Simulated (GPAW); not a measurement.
# Core-hole calculation of the As K edge in BAs (F-43m)

Aim: the dependence of the As K near-edge features of BAs (F-43m) on volume.

Calculated with GPAW 26.7.0; X-ray absorption from dipole matrix elements to empty bands, plane-wave PAW PBE.

## Step 1: Starting point

The structure is cubic, space group F-43m (No. 216). The conventional cell has a = 4.777 Å, b = 4.777 Å, c = 4.777 Å, α = 90.00°, β = 90.00°, γ = 90.00°. As has 4 B at 2.07 Å nearest. Nearest to B lie 4 As at 2.07 Å. Farther neighbours are not listed.

Structure file:

```cif
data_structure
_symmetry_space_group_name_H-M 'P 1'
_symmetry_Int_Tables_number 1
_cell_length_a 3.3778
_cell_length_b 3.3778
_cell_length_c 3.3778
_cell_angle_alpha 60.000
_cell_angle_beta 60.000
_cell_angle_gamma 60.000
_cell_volume 27.25
loop_
_atom_site_label
_atom_site_type_symbol
_atom_site_fract_x
_atom_site_fract_y
_atom_site_fract_z
_atom_site_occupancy
As1 As 0.75000 0.75000 0.75000 1
B2 B 0.00000 0.00000 0.00000 1
```

## Step 2: Ground state of the crystal

A plain self-consistent run shows whether there is a gap, which decides the set-up of the core-hole run.

scf.py

```python
import numpy as np
from ase import Atoms
from ase.parallel import parprint, paropen
from gpaw import GPAW, PW, FermiDirac, Mixer, MixerDif, setup_paths
from gpaw.test import gen
setup_paths.insert(0, '.')
gen('As', name='nch1s', xcname='PBE', corehole=(1, 0, 0), write_xml=True)
from gpaw.mpi import world
world.barrier()

atoms = Atoms('AsB',
    cell=[[0, 2.3885, 2.3885],
     [2.3885, 0, 2.3885],
     [2.3885, 2.3885, 0]],
    scaled_positions=[[0.75, 0.75, 0.75],
     [0, 0, 0]],
    pbc=True)
atoms.calc = calc = GPAW(legacy_gpaw=True, mode=PW(430, force_complex_dtype=True), xc='PBE', setups={0: 'nch1s'},
    kpts={'size': (9, 9, 9), 'gamma': True}, occupations=FermiDirac(0.05),
    charge=0, mixer=Mixer(0.1, 5, 50), maxiter=150,
    convergence={'density': 0.0001, 'eigenstates': 1e-6}, txt='scf.txt')
energy = atoms.get_potential_energy() + calc.get_reference_energy()
ef = calc.get_fermi_level()
out = dict(energy=energy, fermi=ef, forces=atoms.get_forces().tolist())
parprint(f'all-electron energy {energy:.4f} eV, Fermi level {ef:.4f} eV')
ev = np.array([[calc.get_eigenvalues(k, s) for k in range(len(calc.get_ibz_k_points()))] for s in range(calc.get_number_of_spins())])
out['homo'], out['lumo'], out['counts'] = ev[ev < ef].max(), ev[ev > ef].min(), sorted(set((ev < ef).sum((0, 2)).tolist()))
out['filled'] = (ev[:, 0] < ef).sum(1).tolist()
import json
with paropen('out.json', 'w') as f:
    json.dump(out, f)
```

Run with:

```console
$ OMP_NUM_THREADS=1 mpirun -n 4 gpaw python scf.py
```

Numbers of over 12 decimals in the logs are rounded to 6 here.

Output:

```text
Input parameters:
  convergence: {density: 0.0001,
                eigenstates: 1e-06}
  kpts: {gamma: True,
         size: (9, 9, 9)}
  maxiter: 150
  mixer: {backend: pulay,
          beta: 0.1,
          method: separate,
          nmaxold: 5,
          weight: 50}
  mode: {ecut: 430.0,
         force_complex_dtype: True,
         name: pw}
  occupations: {fixmagmom: False,
                name: fermi-dirac,
                width: 0.05}
  setups: {0: nch1s}
  xc: PBE

Initialize ...

[... PAW data sets ...]

Reference energy: -62172.463978  # eV

Spin-paired calculation

[... convergence settings ...]
Symmetries present (total): 24
  [... symmetry matrices ...]

729 k-points: 9 x 9 x 9 Monkhorst-Pack grid
35 k-points in the irreducible part of the Brillouin zone
       k-points in crystal coordinates                weights
   0:     0.00000000    0.00000000    0.00000000          1/729
   1:     0.11111111    0.11111111    0.00000000          6/729
   2:     0.11111111    0.11111111    0.11111111          8/729
   3:     0.22222222    0.11111111    0.11111111         12/729
   4:     0.22222222    0.22222222    0.00000000          6/729
   5:     0.22222222    0.22222222    0.11111111         24/729
   6:     0.22222222    0.22222222    0.22222222          8/729
   7:     0.33333333    0.22222222    0.11111111         24/729
   8:     0.33333333    0.22222222    0.22222222         24/729
   9:     0.33333333    0.33333333   -0.33333333         12/729
          ...
  34:     0.44444444    0.44444444    0.44444444          8/729

Wave functions: Plane wave expansion
  Cutoff energy: 430.000 eV
  Number of coefficients (min, max): 537, 560
  Pulay-stress correction: 0.000000 eV/Ang^3 (de/decut=0.000000)
  Using FFTW library
  Wavefunction extrapolation:
    Improved wavefunction reuse through dual PAW basis

Occupation numbers: Fermi-Dirac:
  width: 0.0500  # eV

Eigensolver
   Davidson(niter=2)

Densities:
  Coarse grid: 18*18*18 grid
  Fine grid: 36*36*36 grid
  Total Charge: 0.000000

Density mixing:
  Method: separate
  Backend: pulay
  Linear mixing parameter: 0.1
  old densities: 5
  Width of damping distribution: 1.1
  Damping of long wavelength oscillations: 50

[... Hamiltonian set-up ...]
Number of atoms: 2
Number of atomic orbitals: 8
Number of bands in calculation: 8
Number of valence electrons: 8
Bands to converge: occupied

... initialized

Initializing position-dependent things.

Density initialized from atomic densities
Creating initial wave functions:
  8 bands from LCAO basis set

                   As

       B

Atomic positions and initial magnetic moments

Positions:
   0 As     3.582750    3.582750    3.582750    ( 0.0000,  0.0000,  0.0000)
   1 B      0.000000    0.000000    0.000000    ( 0.0000,  0.0000,  0.0000)

Unit cell:
           periodic     x           y           z      points  spacing
  1. axis:    yes    0.000000    2.388500    2.388500    18     0.1532
  2. axis:    yes    2.388500    0.000000    2.388500    18     0.1532
  3. axis:    yes    2.388500    2.388500    0.000000    18     0.1532

  Lengths:   3.377849   3.377849   3.377849
  Angles:   60.000000  60.000000  60.000000

Effective grid spacing dv^(1/3) = 0.1672

iter:   1   -11.953453
iter:   2   -11.738266   -1.86  -0.71
iter:   3   -11.396795   -1.51  -0.80
iter:   4   -11.388138   -3.01  -1.26
iter:   5   -11.388175   -2.63  -1.46
iter:   6   -11.386531c  -3.87  -1.90
iter:   7   -11.385386c  -3.76  -2.11
iter:   8   -11.385345c  -5.98  -2.81
iter:   9   -11.385331c  -5.32  -3.05
iter:  10   -11.385324c  -6.33c -3.34
iter:  11   -11.385324c  -8.95c -4.51c

Converged after 11 iterations.

Dipole moment: (4.034602, 4.034602, 4.034602) |e|*Ang

Energy contributions relative to reference atoms: (reference = -62172.463978)

Kinetic:        +20.216506
Potential:      -17.868302
External:        +0.000000
XC:             -13.719504
Entropy (-ST):   -0.000000
Local:           -0.014025
SIC:             +0.000000
--------------------------
Free energy:    -11.385324
Extrapolated:   -11.385324

Showing only first 2 kpts
 Kpt  Band  Eigenvalues  Occupancy
  0     2      7.97787    1.99999
  0     3      7.97787    1.99999
  0     4     11.27048    0.00000
  0     5     11.27048    0.00000

  1     2      7.00016    2.00000
  1     3      7.00016    2.00000
  1     4     10.68165    0.00000
  1     5     12.54563    0.00000

Fermi level: 8.56912

Gap: 1.232 eV
Transition (v -> c):
  (s=0, k=0, n=3, [0.00, 0.00, 0.00]) -> (s=0, k=30, n=4, [0.44, 0.44, 0.00])
Direct/indirect transitions are different
Direct gap: 3.293 eV
Transition at: (s=0, k=0, n=3, [0.00, 0.00, 0.00])

Forces in eV/Ang:
  0 As   -0.00000   -0.00000    0.00000
  1 B     0.00000    0.00000    0.00000
Scalar-relativistic atomic PBE calculation for As (Arsenic, Z=33)
Core hole in 1s state (1s occupation: 2.0)
600 radial gridpoints.
|------------------------------------------------|
|------------------------------------------------|
[... the atom generator's iteration count ...]

Energy contributions:
-------------------------
Kinetic:    +2302.762658
XC:           -83.595879
Potential:  -4479.359419
-------------------------
Total:      -2260.192640

state      eigenvalue         ekin         rmax
-----------------------------------------------
1s^2.0 :  -430.411635   551.249601        0.030
2s^2.0 :   -54.613586   106.674080        0.170
2p^6.0 :   -47.910665   103.785672        0.136
3s^2.0 :    -6.990179    24.693859        0.522
3p^6.0 :    -4.913004    22.195959        0.521
3d^10.0:    -1.493755    17.032069        0.477
4s^2.0 :    -0.532368     3.019714        1.617
4p^3.0 :    -0.190938     1.759224        1.985
-----------------------------------------------
(units: Bohr and Hartree)

Generating PAW setup
Kinetic energy of the core from tauc = 2318.288972328952
Cutoffs:
rc(s)=2.000
rc(p)=2.000
rc(d)=2.000
rc(vbar)=1.800
rc(comp)=2.000
rc(nct)=2.000

Kinetic energy of the core states: 2291.445558
Charge: 0.0
Core electrons: 28.0
Valence electrons: 5.0
Pseudo-core charge: 1.207321
Shape function alpha=2.500
Pseudo-electron charge 6.663542
state    eigenvalue         norm
--------------------------------
4s(2) :    -0.532368     1.194216
*s    :     0.467632
4p(3) :    -0.190938     1.022597
*p    :     0.809062
*d    :     0.000000
--------------------------------

Diagonalizing with gridspacing h=0.050

state   all-electron     PAW
-------------------------------
4s:      -0.532368    -0.532674
4p:      -0.190938    -0.191179
*d:                    0.035724
*f:                    0.070513
-------------------------------
all-electron energy -62183.8493 eV, Fermi level 8.5691 eV
```

Wall time 3.8 s (4 MPI ranks of Arm Neoverse V2, shared host); peak memory 0.15 GiB; 14 s of CPU time.

The mesh shows a gap of 1.23 eV, so the hole is first treated in a charged cell, without the excited electron.

## Step 3: Reference energy of the supercell

The photon energy needs a difference of total energies, so the cell and mesh of the coming hole run are first run without a hole.

Changes to scf.py since step 2:

```diff
@@ -10,11 +10,21 @@
 
-atoms = Atoms('AsB',
-    cell=[[0, 2.3885, 2.3885],
-     [2.3885, 0, 2.3885],
-     [2.3885, 2.3885, 0]],
-    scaled_positions=[[0.75, 0.75, 0.75],
-     [0, 0, 0]],
+atoms = Atoms('As6B6',
+    cell=[[-2.3885, -2.3885, -4.777],
+     [-2.3885, -2.3885, 4.777],
+     [-2.3885, 4.777, 2.3885]],
+    scaled_positions=[[0.875, 0.625, 0],
+     [0.54166667, 0.625, 0.33333333],
+     [0.375, 0.125, 0],
+     [0.20833333, 0.625, 0.66666667],
+     [0.04166667, 0.125, 0.33333333],
+     [0.70833333, 0.125, 0.66666667],
+     [0, 0, 0],
+     [0.66666667, 0, 0.33333333],
+     [0.5, 0.5, 0],
+     [0.33333333, 0, 0.66666667],
+     [0.16666667, 0.5, 0.33333333],
+     [0.83333333, 0.5, 0.66666667]],
     pbc=True)
 atoms.calc = calc = GPAW(legacy_gpaw=True, mode=PW(430, force_complex_dtype=True), xc='PBE', setups={0: 'nch1s'},
-    kpts={'size': (9, 9, 9), 'gamma': True}, occupations=FermiDirac(0.05),
+    kpts={'size': (4, 3, 4), 'gamma': True}, occupations=FermiDirac(0.02),
     charge=0, mixer=Mixer(0.1, 5, 50), maxiter=150,
```

Output:

```text
Input parameters:
  convergence: {density: 0.0001,
                eigenstates: 1e-06}
  kpts: {gamma: True,
         size: (4, 3, 4)}
  maxiter: 150
  mixer: {backend: pulay,
          beta: 0.1,
          method: separate,
          nmaxold: 5,
          weight: 50}
  mode: {ecut: 430.0,
         force_complex_dtype: True,
         name: pw}
  occupations: {fixmagmom: False,
                name: fermi-dirac,
[...]
4s(2) :    -0.532368     1.194216
*s    :     0.467632
4p(3) :    -0.190938     1.022597
*p    :     0.809062
*d    :     0.000000
--------------------------------

Diagonalizing with gridspacing h=0.050

state   all-electron     PAW
-------------------------------
4s:      -0.532368    -0.532674
4p:      -0.190938    -0.191179
*d:                    0.035724
*f:                    0.070513
-------------------------------
all-electron energy -373103.0941 eV, Fermi level 8.5230 eV
[key lines of the parts left out:]
Converged after 15 iterations.
Dipole moment: (6.985744, 6.985744, -10.234573) |e|*Ang
Free energy:    -68.314283
Fermi level: 8.52298
```

The job ended after 15 s (4 MPI ranks; peak memory 0.23 GiB).

Reference energy: -373103.094 eV with the cores included.

(Part 1 of 4 ends here.)

[Banner, clock and machine lines of the logs are left out without a mark of their own.]

[Logs are printed without paths, hosts, clocks, repeated set-up lines and the standing remarks that a program may print on its own settings, such as how far it seeks lower states.]

[Hosts, paths, dates, database ids (printed as entryN), source tags and the programs' standing remarks are cut or masked in the printed files.]

[Lists of maxima count a maximum above −3 eV only where it reaches 4 % of the highest in the window and stands out from its surroundings by 2 % of it (1.5 % where it reaches 55 %); shoulders and weaker maxima are passed over, and of the rest the first, up to two pre-edge ones and the few strongest are named.]
